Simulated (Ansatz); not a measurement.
## SnS2 (P-3m1): phonons

Computed with r²SCAN, PAW on Ansatz 0.2.0's default frozen-core files (fitted under PBE), scalar-relativistic; not a measurement.

The cell comes from a PAW relaxation under the same functional.

Launched as:

```sh
ansatz run input.yaml --threads 2 --pin off --max-ram 6144MiB --backend cpu --events-out ev --progress --plain --runs-dir out
```

input.yaml:

```yaml
crystal:
  lattice:
    - [3.67332368015, 0.0, 0.0]
    - [-1.83666184008, 3.18119162333, 0.0]
    - [0.0, 0.0, 6.26473575442]
  atoms:
    - { symbol: Sn, position: [0.0, 0.0, 0.0] }
    - { symbol: S, position: [0.333333333333, 0.666666666667, 0.233368524206] }
    - { symbol: S, position: [0.666666666667, 0.333333333333, 0.766631475794] }
kpoints:
  mp_grid: { grid: [6, 6, 4] }
scf:
  occupations: { method: fixed }
hamiltonian:
  xc: r2scan
  pseudopotentials: { kind: paw }
phonons:
  qmesh: [2, 2, 2]
  qpath:
    path:
      - [0.0, 0.0, 0.0]
      - [0.5, 0.0, 0.0]
      - [0.3333333333, 0.3333333333, 0.0]
      - [0.0, 0.0, 0.0]
      - [0.0, 0.0, 0.5]
      - [0.5, 0.0, 0.5]
      - [0.3333333333, 0.3333333333, 0.5]
      - [0.0, 0.0, 0.5]
      - [0.5, 0.0, 0.5]
    npoints: 6
  temperatures: { t_min: 0, t_max: 1000, t_step: 100 }
```

Output:

```
Warning: phonons: the dynamical matrix that this run interpolates holds no multipole term above the dipole-dipole one, and a site of this crystal is no centre of inversion, so its interpolated transverse optical and acoustic branches and sound speeds can stay off near Gamma, and the density of states and the thermodynamics with them. What a run solves at a wave vector of phonons.qpoints, Gamma apart, where the deck ...
Warning: RAYON_NUM_THREADS=2 ignored (pool sized by the plan → 2); use --threads N
Engine: ansatz 0.2.0, aarch64-unknown-linux-gnu
Pseudopotentials: kind: paw
Pseudopotential: Sn, paw, valence charge 14, recommended cutoff 500 eV (meta_gga), Sn.paw.azcp
Pseudopotential: S, paw, valence charge 6, recommended cutoff 500 eV (meta_gga), S.paw.azcp
Functional definition: r2SCAN
  parameter k0 = 0.174
  parameter k1 = 0.065
  parameter a1 = 4.9479
  exchange = r2scan_x(k0 = k0, k1 = k1, a1 = a1)
  correlation = r2scan_c
Crystal: 6 atoms, lattice volume = 146.414 Å³
Basis set: ecut = 500 eV, 3765 PW (Γ), FFT grids on a1, a1+a2, a3, exchange–correlation on 135×240×240 points (125 copies of the dense FFT grid, shifted against one another)
Bands: 32, of which v1, the nominal top of the filled ones, is band 26 counted from 1 (25 counted from 0)
Symmetry: 8 space group operations
k-points: 28 of 72
Non-local potential: Sn, projectors of the file, l = 0: 2, l = 1: 2, l = 2: 2, l = 3: 2
Non-local potential: S, projectors of the file, l = 0: 2, l = 1: 2, l = 2: 2
PAW form: soft (Blöchl's): semilocal exchange-correlation on the pseudo side does not see the compensation charge
PAW frozen core: Sn, regenerated for the run's functional (the file was generated under x = pbe(κ = 0.804, μ = 0.2195149727645171), c = pbe(β = 0.06672455060314922))
PAW frozen core: S, regenerated for the run's functional (the file was generated under x = pbe(κ = 0.804, μ = 0.2195149727645171), c = pbe(β = 0.06672455060314922))
PAW one-centre angular grid: Sn, 590 points (default); XC on 249 of its mesh's 2787 points in the sphere
PAW one-centre angular grid: S, 302 points (default); XC on 160 Gauss nodes
Initial density: handed on by an earlier stage of this run
Initial wavefunctions: those handed on with the density
Functional: x = r2scan, c = r2scan; τ floored in thin density (d = 2e-4 eV/Å³)
SCF iter   1: F=—  HF=-15703.486933 eV  |F-HF|=—  |Δ(HF+E_count)|=         —  Δρ=3.82e-8  dr2=3.24e-12  dr2_τ=7.94e-14  ethr=1.20e-12  ⟨swp⟩=3.0  Hψ=2634  notcnv=0
preconditioner: auto → Resta (q_TF=auto, 2.296 Å⁻¹)  ε∞=2.8  [insulator: Δε(μ)=1.928 eV  Ē_g=16.359 eV  n_scr=38 (ndim 8)  ℏωp=22.1 eV  f_vac=0.068  ε∞_Penn≈2.8]
SCF iter   2: F=-15703.486933 eV  HF=-15703.486933 eV  |F-HF|=3.64e-12  |Δ(HF+E_count)|=  7.28e-12  Δρ=2.29e-8  dr2=1.11e-12  dr2_τ=1.29e-14  ethr=1.00e-12  ⟨swp⟩=3.0  Hψ=2184  notcnv=0
SCF 1 converged in 2 iterations: F = -15703.486933 eV  dr2 = 1.11e-12
  greatest PAW one-centre occupation: 0.993 electrons in one spin orbital (limit 2), on the Sn atom at site 3 (counted from 0), in its partial waves of l = 2
iter 1 solved again at ethr=1.00e-12 eV; its pass at ethr=3.10e-3 eV (dr2=1.13e-12 eV) is discarded
[... 125 lines left out ...]
  ASR residual: 5.861e-4 → 0.000e0 eV/Å²; symmetrization residual: 3.614e-4 eV/Å²
  largest component of a force at the reference: 5.9e-3 eV/Å
  ASR residual per site (eV/Å²): 1.90e-4 5.86e-4 5.86e-4
  Γ frequencies (cm⁻¹): 0.00 0.00 0.00 202.97 202.97 205.63 205.63 312.84 344.67
  Unit cell's response to a homogeneous field: 3 representative field directions (Σ response iterations 18)
  ε∞ (high-frequency dielectric tensor):
        7.089823     0.000000     0.000000
        0.000000     7.089823     0.000000
        0.000000     0.000000     4.258079
  ε⁰ (static dielectric tensor): not given — the deck does not say what the cell's rigid motions are, and on a molecule in a box or a wire the rigid rotations would enter the sum over the modes at Γ. For a crystal or a slab, ...
  Born effective charges Z* (e; rows j = field, columns β = displacement):
    site 0:
         4.88565    0.00000    0.00000
         0.00000    4.88565    0.00000
         0.00000    0.00000    1.54035
    site 1:
        -2.44283   -0.00000   -0.00000
        -0.00000   -2.44283   -0.00000
        -0.00000   -0.00000   -0.77018
    site 2:
        -2.44283   -0.00000   -0.00000
        -0.00000   -2.44283   -0.00000
        -0.00000   -0.00000   -0.77018
  Z* charge neutrality: 1.769e-3 e pre-enforcement
  solved inside a basis spanned on the 6×6×4 k-mesh, on 10×10×6 k-points, its susceptibility summed on 14×14×8: ε∞ is read to err by 2.2e-2, Z* by 2.0e-2 e; Z* is corrected for what the basis lacks
  optical modes at Γ without the LO–TO term, one row a degenerate level:
      ω (cm⁻¹)  modes    IR ((D/Å)²/amu)
        202.97      2             0.0000
        205.63      2            26.4548
        312.84      1             0.0000
        344.67      1             1.3148
  optical modes at Γ + LO–TO along q̂ = [1.0000, 0.0000, 0.0000]:
      ω (cm⁻¹)  modes    IR ((D/Å)²/amu)
        202.97      2             0.0000
        205.63      1            13.2274
        310.87      1            13.2274
        312.84      1             0.0000
        344.67      1             1.3148
  optical modes at Γ + LO–TO along q̂ = [0.0000, 1.0000, 0.0000]:
      ω (cm⁻¹)  modes    IR ((D/Å)²/amu)
        202.97      2             0.0000
        205.63      1            13.2274
        310.87      1            13.2274
        312.84      1             0.0000
        344.67      1             1.3148
  optical modes at Γ + LO–TO along q̂ = [0.0000, 0.0000, 1.0000]:
      ω (cm⁻¹)  modes    IR ((D/Å)²/amu)
        202.97      2             0.0000
        205.63      2            26.4548
        312.84      1             0.0000
        357.48      1             1.3148
--- Phonons (by wavevector): 4 wavevectors in 3 supercells ---
  supercell 1 (2 cells, vectors [1, 0, 0], [0, 2, 0], [0, 0, 1] in multiples of the cell's): 6 displaced members by 0.0025 Å; free energy -15703.486933 eV; taken off its force constants: by the sum rule 3.1e-4, by the ...
  symmetry images taken by strict's conditions (phonons.symmetry_images: auto; settled by no image being taken that strict refuses)
  supercell 2 (2 cells, vectors [1, 0, 0], [0, 2, 0], [0, -3, 1] in multiples of the cell's): 6 displaced members by 0.0025 Å; free energy -15703.486933 eV; taken off its force constants: by the sum rule 3.5e-4, by the ...
  symmetry images taken by strict's conditions (phonons.symmetry_images: auto; settled by no image being taken that strict refuses)
  supercell 3 (2 cells, vectors [1, 0, 0], [0, 1, 0], [0, 0, 2] in multiples of the cell's): 3 displaced members by 0.0025 Å; free energy -15703.486933 eV; taken off its force constants: by the sum rule 5.9e-4, by the ...
  symmetry images taken by strict's conditions (phonons.symmetry_images: auto; settled by no image being taken that strict refuses)
  q = [0.0000, 0.0000, 0.0000] (star 1, supercell 1; hermiticity 3.33e-17, symmetrization 4.42e-6): -0.00 -0.00 0.00 202.97 202.97 205.63 205.63 312.84 344.67
  q = [0.0000, 0.0000, -0.5000] (star 1, supercell 3; hermiticity 1.22e-16, symmetrization 3.76e-16): 17.91 17.91 29.33 198.02 198.02 209.60 209.60 310.67 358.91
  q = [0.0000, -0.5000, 0.0000] (star 3, supercell 1; hermiticity 1.26e-16, symmetrization 2.66e-16): 75.69 98.61 172.14 183.51 246.19 255.74 286.95 306.09 311.63
  q = [0.0000, -0.5000, -0.5000] (star 3, supercell 2; hermiticity 1.26e-16, symmetrization 2.67e-16): 75.73 98.19 172.61 191.10 243.50 253.49 282.37 307.56 311.65
  joined force constants: q→R imaginary residual 2.34e-17
  density of states and harmonic sums: on the 20×20×10 q-mesh, interpolated from the force constants of a 2×2×2 supercell (with the dipole–dipole term)
  largest difference from the sums on the solved wave vectors: F 6.02e-2 eV, S 9.26e-5 and C_V 3.21e-5 eV/K
```

The run converged.

### Field response

Linear response of an insulating crystal by Kohn-Sham DFT to a field and to zone-centre displacements, local fields included; Born charges neutralised; LO modes for wave vectors along x and z; Cartesian axes as in the input.

```
Dielectric electronic (x, y, z)   : 7.09, 7.09, 4.258
Highest phonon with field along x : 344.7 cm⁻¹
Highest phonon with field along z : 357.5 cm⁻¹
Highest phonon without field      : 344.7 cm⁻¹
```

```tsv
atom	born charge xx (e)	born charge yy (e)	born charge zz (e)
Sn1	4.886	4.886	1.54
S2	-2.443	-2.443	-0.77
S3	-2.443	-2.443	-0.77
```

### Phonons on the q mesh

Harmonic phonons of a crystal by Kohn-Sham DFT at the given cell, standard atomic masses, acoustic sum rule imposed; negative wavenumbers are unstable modes; one row a degenerate set, branches counted upwards.

```json
{
  "Unstable phonons": "no"
}
```

| point | q a (r.l.u.) | q b (r.l.u.) | q c (r.l.u.) | branch | phonon wavenumber (cm⁻¹) | degeneracy |
| --- | --- | --- | --- | --- | --- | --- |
| Gamma | 0 | 0 | 0 | 4 | 203 | 2 |
| Gamma | 0 | 0 | 0 | 6 | 205.6 | 2 |
| Gamma | 0 | 0 | 0 | 8 | 312.8 | 1 |
| Gamma | 0 | 0 | 0 | 9 | 344.7 | 1 |
| M | 0.5 | 0 | 0 | 1 | 75.7 | 1 |
| M | 0.5 | 0 | 0 | 2 | 98.6 | 1 |
| M | 0.5 | 0 | 0 | 3 | 172.1 | 1 |
| M | 0.5 | 0 | 0 | 4 | 183.5 | 1 |
| M | 0.5 | 0 | 0 | 5 | 246.2 | 1 |
| M | 0.5 | 0 | 0 | 6 | 255.7 | 1 |
| M | 0.5 | 0 | 0 | 7 | 287 | 1 |
| M | 0.5 | 0 | 0 | 8 | 306.1 | 1 |
| M | 0.5 | 0 | 0 | 9 | 311.6 | 1 |
| A | 0 | 0 | 0.5 | 1 | 17.9 | 2 |
| A | 0 | 0 | 0.5 | 3 | 29.3 | 1 |
| A | 0 | 0 | 0.5 | 4 | 198 | 2 |
| A | 0 | 0 | 0.5 | 6 | 209.6 | 2 |
| A | 0 | 0 | 0.5 | 8 | 310.7 | 1 |
| A | 0 | 0 | 0.5 | 9 | 358.9 | 1 |
| L | 0.5 | 0 | 0.5 | 1 | 75.7 | 1 |
| L | 0.5 | 0 | 0.5 | 2 | 98.2 | 1 |
| L | 0.5 | 0 | 0.5 | 3 | 172.6 | 1 |
| L | 0.5 | 0 | 0.5 | 4 | 191.1 | 1 |
| L | 0.5 | 0 | 0.5 | 5 | 243.5 | 1 |
| L | 0.5 | 0 | 0.5 | 6 | 253.5 | 1 |
| L | 0.5 | 0 | 0.5 | 7 | 282.4 | 1 |
| L | 0.5 | 0 | 0.5 | 8 | 307.6 | 1 |
| L | 0.5 | 0 | 0.5 | 9 | 311.6 | 1 |

**Zone-centre phonons**

Optical zone-centre levels upwards with Mulliken labels, activity, and the element with most of the kinetic energy.

```
Point group : -3m
```

```tsv
number	phonon wavenumber (cm⁻¹)	label	infrared	raman	lead element
1	203	Eg	no	yes	S
2	205.6	Eu	yes	no	S
3	312.8	A1g	no	yes	S
4	344.7	A2u	yes	no	S
```

Known limits: frozen-core PAW files fitted under PBE, their cores solved anew for the functional of the run; no dispersion correction, so the spacing and stiffness between layers or molecules are poor; no LO-TO term at the zone centre.

Time and hardware: 7.5 min on 2 threads of Arm Neoverse V1, on a shared host, peak memory 1.5 GiB.
